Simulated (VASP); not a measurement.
# C (P6_3/mmc) in VASP: a series of runs

The runs below take C through single point, with PBEsol.

All numbers are computed with VASP 6.6.1; they aren't measurements. Logs are shortened: lines on timing, memory, paths and dates and some standing lists are left out, and cuts for length are marked.

## Step 1: The crystal as given

It takes space group P6_3/mmc (No. 194, hexagonal). Conventional cell: a = 2.499 Å, b = 2.499 Å, c = 4.161 Å, α = 90.00°, β = 90.00°, γ = 120.00°. Around C (site symmetry 3m) lie 4 C at 1.53 to 1.56 Å.

## Step 2: Single point, PBEsol

Contents of INCAR:

```
PREC = Accurate
ENCUT = 520
EDIFF = 1E-6
ISMEAR = -1
SIGMA = 0.05
LREAL = False
LASPH = True
NELM = 80
ALGO = Normal
ISIF = 2
LWAVE = False
LCHARG = True
GGA = PS
LELF = True
LVHAR = True
NBANDS = 16
```

Contents of KPOINTS:

```
Automatic mesh
0
Gamma
  13 13 7
```

Contents of POSCAR:

```
C
1.0
    2.4988818069      0.0000000000      0.0000000000
   -1.2494409034      2.1640951258      0.0000000000
    0.0000000000      0.0000000000      4.1607094855
C
4
Direct
    0.3333333333      0.6666666667      0.0627973083
    0.6666666667      0.3333333333      0.5627973083
    0.3333333333      0.6666666667      0.4372026917
    0.6666666667      0.3333333333      0.9372026917
```

Potentials or basis: VASP PAW PBE potentials, release 64 (C).

Run with:

```
$ cat potpaw_PBE.64/C/POTCAR > POTCAR
$ mpirun -np 1 vasp_std > vasp.out
```

OUTCAR:

```text
PREC = Accurate
   ENCUT = 520
   EDIFF = 1E-6
   ISMEAR = -1
   LREAL = False
   LASPH = True
   NELM = 80
   ISIF = 2
   GGA = PS

 ion  position               nearest neighbor table
   1  0.333  0.667  0.063-   4 1.53   4 1.53   4 1.53   3 1.56
   2  0.667  0.333  0.563-   3 1.53   3 1.53   3 1.53   4 1.56
   3  0.333  0.667  0.437-   2 1.53   2 1.53   2 1.53   1 1.56
   4  0.667  0.333  0.937-   1 1.53   1 1.53   1 1.53   2 1.56

  LATTYP: Found a hexagonal cell.
 ALAT       =     2.4988818069
 C/A-ratio  =     1.6650285236

  Lattice vectors:

 A1 = (   2.4988818069,   0.0000000000,   0.0000000000)
 A2 = (  -1.2494409034,   2.1640951258,   0.0000000000)
 A3 = (   0.0000000000,   0.0000000000,   4.1607094855)

Analysis of symmetry for initial positions (statically):
=====================================================================
 Subroutine PRICEL returns:
 Original cell was already a primitive cell.

 Routine SETGRP: Setting up the symmetry group for a
 hexagonal supercell.

 Subroutine GETGRP returns: Found 24 space group operations
 (whereof 12 operations were pure point group operations)
 out of a pool of 24 trial point group operations.

The static configuration has the point symmetry D_3d.
 The point group associated with its full space group is D_6h.

Analysis of symmetry for dynamics (positions and initial velocities):
=====================================================================
 Subroutine PRICEL returns:
 Original cell was already a primitive cell.

 Routine SETGRP: Setting up the symmetry group for a
 hexagonal supercell.

 Subroutine GETGRP returns: Found 24 space group operations
 (whereof 12 operations were pure point group operations)
 out of a pool of 24 trial point group operations.

The dynamic configuration has the point symmetry D_3d.
 The point group associated with its full space group is D_6h.

 Subroutine INISYM returns: Found 24 space group operations
 (whereof 12 operations are pure point group operations),
 and found     1 'primitive' translations

----------------------------------------------------------------------------------------

                                     Primitive cell

  volume of cell :      22.5004

  direct lattice vectors                    reciprocal lattice vectors
     2.498881807  0.000000000  0.000000000     0.400178991  0.231043448  0.000000000
    -1.249440903  2.164095126  0.000000000     0.000000000  0.462086896  0.000000000
     0.000000000  0.000000000  4.160709485     0.000000000  0.000000000  0.240343625

  length of vectors
     2.498881807  2.498881807  4.160709485     0.462086896  0.462086896  0.240343625

  position of ions in fractional coordinates (direct lattice)
     0.333333333  0.666666667  0.062797308
     0.666666667  0.333333333  0.562797308
     0.333333333  0.666666667  0.437202692
     0.666666667  0.333333333  0.937202692

  ion indices of the primitive-cell ions
   primitive index   ion index
                 1           1
                 2           2
                 3           3
                 4           4

----------------------------------------------------------------------------------------

 KPOINTS: Automatic mesh

Automatic generation of k-mesh.
 Grid dimensions read from file:
 generate k-points for:   13   13    7

 Generating k-lattice:

  Cartesian coordinates                     Fractional coordinates (reciprocal lattice)
     0.030782999  0.017772573  0.000000000     0.076923077  0.000000000  0.000000000
     0.000000000  0.035545146  0.000000000     0.000000000  0.076923077  0.000000000
     0.000000000  0.000000000  0.034334804     0.000000000  0.000000000  0.142857143

  Length of vectors
     0.035545146  0.035545146  0.034334804

  Shift w.r.t. Gamma in fractional coordinates (k-lattice)
     0.000000000  0.000000000  0.000000000

 Subroutine IBZKPT returns following result:
 ===========================================

 Found     84 irreducible k-points:

 Following reciprocal coordinates:
            Coordinates               Weight
  0.000000  0.000000  0.000000      1.000000
  0.076923  0.000000  0.000000      6.000000
  0.153846  0.000000  0.000000      6.000000
  0.230769  0.000000  0.000000      6.000000
  0.307692  0.000000  0.000000      6.000000
  0.384615  0.000000  0.000000      6.000000
[... 16 lines left out ...]
  0.076923  0.000000  0.142857     12.000000
  0.153846  0.000000  0.142857     12.000000
 [... further k-points ...]
   k-points           NKPTS =     84   k-points in BZ     NKDIM =     84   number of bands    NBANDS=     16
   number of dos      NEDOS =    301   number of ions     NIONS =      4
   total plane-waves  NPLWV =  12800
   dimension x,y,z NGX =    20 NGY =   20 NGZ =   32
   dimension x,y,z NGXF=    40 NGYF=   40 NGZF=   64
   ions per type =               4
   NGX,Y,Z   is equivalent  to a cutoff of  13.31, 13.31, 12.79 a.u.
   NGXF,Y,Z  is equivalent  to a cutoff of  26.61, 26.61, 25.57 a.u.
 SYSTEM =  unknown system
   PREC   = accura    normal or accurate (medium, high low for compatibility)
   ISTART =      0    job   : 0-new  1-cont  2-samecut
   ICHARG =      2    charge: 1-file 2-atom 10-const
   ISPIN  =      1    spin polarized calculation?
   LNONCOLLINEAR =      F non collinear calculations
   LSORBIT =      F    spin-orbit coupling
   LASPH  =      T    aspherical Exc in radial PAW
   ENCUT  =  520.0 eV  38.22 Ry    6.18 a.u.   4.65  4.65  7.74*2*pi/ulx,y,z
   NELM   =     80;   NELMIN=  2; NELMDL= -5     # of ELM steps
   EDIFF  = 0.1E-05   stopping-criterion for ELM
   LREAL  =      F    real-space projection
[... 7 lines left out ...]
   TEBEG  =    0.0;   TEEND  =   0.0 temperature during run
   PSTRESS=    0.0 pullay stress
   NELECT =      16.0000    total number of electrons
   NUPDOWN=      -1.0000    fix difference up-down
   EMIN   =  10.00;   EMAX   =-10.00  energy-range for DOS
   EFERMI =   0.00;   METHOD = LEGACY
   ISMEAR =    -1;   SIGMA  =   0.05  broadening in eV -4-tet -1-fermi 0-gaus
   EFERMI_NEDOS =   21; number of points for ismear=-14 and -15
   IALGO  =     38    algorithm
   IMIX   =      4    mixing-type and parameters
     AMIX     =   0.40;   BMIX     =  1.00
     AMIX_MAG =   1.60;   BMIX_MAG =  1.00
  volume/ion in A,a.u.               =       5.63        37.96
  Fermi-wavevector in a.u.,A,eV,Ry     =   1.461229  2.761323 29.051034  2.135191
  Thomas-Fermi vector in A             =   2.577585
   LORBIT       =      0    0 simple, 1 ext, 2 COOP (PROOUT), +10 PAW based schemes
   GGA     = PS    functional components
   LHFCALC =     F    Hartree Fock is set to
   AEXX    =    0.0000 exact exchange contribution
   IVDW    =     0    specifies the selected vdW correction
   LEPSILON=     F    determine dielectric tensor
   LRPA    =     F    only Hartree local field effects (RPA)
 non-spin polarized calculation
  energy-cutoff  :      520.00
  volume of cell :       22.50
 maximum number of plane-waves:       622
 NGX is ok and might be reduce to    20
   NGX =  9   NGY =  9   NGZ = 15

 number of electron      15.9999999 magnetization

 Free energy of the ion-electron system (eV)
  ---------------------------------------------------
  ext. energy  EPLUGINS =         0.00000000
  ---------------------------------------------------
  free energy    TOTEN  =       -38.40425064 eV

  energy without entropy =      -38.40425064  energy(sigma->0) =      -38.40425064

 E-fermi :  11.0858     XC(G=0): -13.4676

 val. band max:       10.1294621339   @ k =   0.0000   0.0000   0.0000
 cond. band min:      13.3043688315   @ k =   0.3077   0.3077   0.0000
 fundamental gap:      3.1749066976
 Fermi energy:        11.0858274817

 k-point     1 :       0.0000    0.0000    0.0000
  band No.  band energies     occupation
      1     -11.8260      2.00000
      2      -6.1554      2.00000
      3      -3.7601      2.00000
      4       7.0053      2.00000
      5       7.0053      2.00000
      6       9.6236      2.00000
[... 8 lines left out ...]
     15      24.4956      0.00000
     16      27.8830      0.00000

 k-point     2 :       0.0769    0.0000    0.0000
  band No.  band energies     occupation
      1     -11.6776      2.00000
      2      -6.0222      2.00000
      3      -3.6203      2.00000
      4       6.2589      2.00000
      5       6.6931      2.00000
      6       9.4024      2.00000
[... 8 lines left out ...]
     15      24.6631      0.00000
     16      27.2884      0.00000

 k-point     3 :       0.1538    0.0000    0.0000
  band No.  band energies     occupation
      1     -11.2337      2.00000
      2      -5.6234      2.00000
      3      -3.2083      2.00000
      4       4.4608      2.00000
      5       5.9589      2.00000
      6       7.9742      2.00000
[... 8 lines left out ...]
     15      25.1763      0.00000
     16      25.3893      0.00000

 k-point     4 :       0.2308    0.0000    0.0000
  band No.  band energies     occupation
      1     -10.4991      2.00000
      2      -4.9627      2.00000
      3      -2.5567      2.00000
      4       2.2617      2.00000
      5       5.1271      2.00000
      6       6.0722      2.00000
[... 8 lines left out ...]
     15      24.5771      0.00000
     16      25.7769      0.00000

 k-point     5 :       0.3077    0.0000    0.0000
  band No.  band energies     occupation
      1      -9.4846      2.00000
      2      -4.0480      2.00000
      3      -1.8359      2.00000
      4       0.1510      2.00000
      5       4.0756      2.00000
      6       4.4003      2.00000
[... 8 lines left out ...]
     15      25.0681      0.00000
     16      25.8225      0.00000

 k-point     6 :       0.3846    0.0000    0.0000
  band No.  band energies     occupation
      1      -8.2185      2.00000
      2      -2.8986      2.00000
      3      -2.6066      2.00000
      4      -0.2105      2.00000
      5       2.1455      2.00000
      6       3.8782      2.00000
[... 8 lines left out ...]
     15      25.9474      0.00000
     16      27.5201      0.00000

 k-point     7 :       0.4615    0.0000    0.0000
  band No.  band energies     occupation
      1      -6.8486      2.00000
      2      -4.3288      2.00000
      3      -1.6132      2.00000
      4       0.4542      2.00000
      5       0.5768      2.00000
      6       3.6077      2.00000
[... 8 lines left out ...]
     15      26.6814      0.00000
     16      28.3723      0.00000

 k-point     8 :       0.0769    0.0769    0.0000
  band No.  band energies     occupation
      1     -11.3814      2.00000
      2      -5.7562      2.00000
      3      -3.3443      2.00000
      4       5.1109      2.00000
      5       6.0303      2.00000
      6       8.5071      2.00000
[... 8 lines left out ...]
     15      25.0136      0.00000
     16      26.4113      0.00000

 k-point     9 :       0.1538    0.0769    0.0000
  band No.  band energies     occupation
      1     -10.7921      2.00000
      2      -5.2266      2.00000
      3      -2.8101      2.00000
      4       3.2789      2.00000
      5       5.0440      2.00000
      6       6.9341      2.00000
[... 8 lines left out ...]
     15      24.9803      0.00000
     16      25.6936      0.00000
[... 172 lines left out ...]
 k-point    19 :       0.3077    0.2308    0.0000
  band No.  band energies     occupation
      1      -6.6056      2.00000
      2      -3.1135      2.00000
      3      -1.4376      2.00000
      4       0.0357      2.00000
      5       1.2685      2.00000
      6       1.6920      2.00000
[... 8 lines left out ...]
     15      25.6418      0.00000
     16      25.7126      0.00000

 k-point    20 :       0.3846    0.2308    0.0000
  band No.  band energies     occupation
      1      -5.5690      2.00000
      2      -4.2033      2.00000
      3      -0.4467      2.00000
      4      -0.2324      2.00000
      5       0.6232      2.00000
      6       1.9125      2.00000
[... 8 lines left out ...]
     15      26.5016      0.00000
     16      26.6635      0.00000

 k-point    21 :       0.3077    0.3077    0.0000
  band No.  band energies     occupation
      1      -5.3064      2.00000
      2      -3.9703      2.00000
      3      -0.9931      2.00000
      4      -0.2484      2.00000
      5       0.9497      2.00000
      6       2.2066      2.00000
[... 8 lines left out ...]
     15      25.3560      0.00000
     16      25.8823      0.00000

 k-point    22 :       0.0000    0.0000    0.1429
  band No.  band energies     occupation
      1     -11.6870      2.00000
      2      -7.0770      2.00000
      3      -2.6024      2.00000
      4       7.1147      2.00000
      5       7.1147      2.00000
      6       8.6946      2.00000
[... 8 lines left out ...]
     15      24.5760      0.00000
     16      27.6139      0.00000

 k-point    23 :       0.0769    0.0000    0.1429
  band No.  band energies     occupation
      1     -11.5387      2.00000
      2      -6.9384      2.00000
      3      -2.4705      2.00000
      4       6.3705      2.00000
      5       6.8044      2.00000
      6       8.5546      2.00000
[... 8 lines left out ...]
     15      24.7054      0.00000
     16      27.2977      0.00000

 k-point    24 :       0.1538    0.0000    0.1429
  band No.  band energies     occupation
      1     -11.0954      2.00000
      2      -6.5244      2.00000
      3      -2.0829      2.00000
      4       4.5789      2.00000
      5       6.0736      2.00000
      6       7.5627      2.00000
[... 8 lines left out ...]
     15      25.0725      0.00000
     16      25.6793      0.00000

 [... further k-points ...]
[... 5 lines left out ...]
  --------------------------------------------------------------------------------------
  -------------------------------------------------------------------------------------
  Total        0.1535801      0.1535801      0.1459807      0.0000000      0.0000000      0.0000000
  in kB       10.9359388     10.9359388     10.3948082      0.0000000      0.0000000      0.0000000
  external PRESSURE =      10.7555620 kB  Pullay stress =       0.0000000 kB

 VOLUME and BASIS-vectors are now :
 -----------------------------------------------------------------------------
  energy-cutoff  :      520.00
  volume of cell :       22.50
      direct lattice vectors                 reciprocal lattice vectors
     2.498881807  0.000000000  0.000000000     0.400178991  0.231043448  0.000000000
    -1.249440903  2.164095126  0.000000000     0.000000000  0.462086896  0.000000000
     0.000000000  0.000000000  4.160709485     0.000000000  0.000000000  0.240343625

 POSITION                                       TOTAL-FORCE (eV/Angst)
 -----------------------------------------------------------------------------------
     -0.00000      1.44273      0.26128         0.000000      0.000000      0.006320
      1.24944      0.72137      2.34164         0.000000     -0.000000      0.006320
     -0.00000      1.44273      1.81907        -0.000000     -0.000000     -0.006320
      1.24944      0.72137      3.89943         0.000000     -0.000000     -0.006320
 -----------------------------------------------------------------------------------
    total drift:                               -0.000000      0.000000     -0.000000

  FREE ENERGIE OF THE ION-ELECTRON SYSTEM (eV)
  ---------------------------------------------------
  free  energy   TOTEN  =       -38.4042506402 eV

  energy  without entropy=      -38.4042506402  energy(sigma->0) =      -38.40425064
```

Wall time 19 s (1 thread of Intel Xeon Platinum 8559C (Emerald Rapids), shared host); peak memory 0.14 GiB.

What came out:

```yaml
Free_energy: -38.4043 eV
Pressure: 1.1 GPa
Largest_force: 0.006 eV/Å
Band_gap_on_the_k_mesh: 3.17 eV, indirect (least direct gap 4.92 eV)
```

Forces in eV/Å, atoms in the order of the input:
```
C    0.000  0.000  0.006
C    0.000  0.000  0.006
C    0.000  0.000 -0.006
C    0.000  0.000 -0.006
```

Caveat: the PAW data sets were made with another functional, which shifts forces and pressure a little; an odd mesh through Γ misses points on the zone boundary, where band edges often lie.

## Step 3: Single point, PBEsol

This run uses another cell than the first one, of 5.40 Å³/atom, 0.960 times its volume.

Contents of INCAR:

```
SYSTEM = C
  PREC = Accurate
  ENCUT = 520
  EDIFF = 1E-6
  ISMEAR = -1
  SIGMA = 0.05
  LREAL = .False.
  LASPH = .True.
  NELM = 80
  ALGO = Normal
  ISIF = 2
  LWAVE = .False.
  LCHARG = .False.
  GGA = PS
  NBANDS = 16
```

Contents of KPOINTS:

```
Automatic mesh
0
Gamma
  13 13 7
  0 0 0
```

Contents of POSCAR:

```
C
1.0
    2.4651089938      0.0000000000      0.0000000000
   -1.2325544969      2.1348470117      0.0000000000
    0.0000000000      0.0000000000      4.1044767883
C
4
Direct
    0.3333333333      0.6666666667      0.0627973083
    0.6666666667      0.3333333333      0.5627973083
    0.3333333333      0.6666666667      0.4372026917
    0.6666666667      0.3333333333      0.9372026917
```

Potentials or basis: VASP PAW PBE potentials, release 64 (C).

Run with:

```
$ cat potpaw_PBE.64/C/POTCAR > POTCAR
$ mpirun -np 1 vasp_std > vasp.out
```

Wall time 20 s (1 thread of Intel Xeon Platinum 8559C (Emerald Rapids), shared host); peak memory 0.13 GiB.

Results (log left out):

```yaml
Free_energy: -38.3424 eV
Pressure: 21.1 GPa
Largest_force: 0.057 eV/Å
Band_gap_on_the_k_mesh: 3.04 eV, indirect (least direct gap 4.99 eV)
```

Forces in eV/Å, atoms in the order of the input:
```
C    0.000  0.000  0.057
C    0.000  0.000  0.057
C    0.000  0.000 -0.057
C    0.000  0.000 -0.057
```

Stress tensor (GPa, compression positive):
```
21.01  0.00  0.00
 0.00 21.01  0.00
 0.00  0.00 21.35
```

Levels at points of the mesh, in eV from the valence-band top:
```
           k point  band 4  band 5  band 6  band 7  band 8  band 9  band 10  band 11  band 12  band 13
(0.00, 0.00, 0.00)   -3.25   -3.25   -0.54    0.00    0.00    4.99     4.99     5.40     8.73     9.79
```

Caveat: so large a pressure means that the cell lies far from this level's equilibrium, or that cutoff or potentials fall short; the potentials were made for another functional, which shifts forces and pressure; an odd mesh through Γ misses points on the zone boundary, where band edges often lie.
